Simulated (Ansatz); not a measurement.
## Magnetic states of cobalt, simple cubic

Theory: DFT, RPBE, plane waves (420 eV) with PAW, scalar-relativistic (Ansatz 0.2.0). (PAW data from PBE, frozen cores regenerated.)

Each start was relaxed and then solved on a dense mesh, with Fermi-Dirac smearing of 0.05 eV (0.1 eV in a metal without spin) extrapolated to zero. Rows within 2 meV/atom of each other tie.

Where does each start end, and how do the energies compare? Starts: ferromagnetic; non-magnetic.


```tsv
start	ends	ΔE (meV/atom)	V (Å³/atom)
ferromagnetic	ferromagnetic, net 1.91 μB per atom	0.0	13.24
non-magnetic	spin not included	329.4	12.26
```
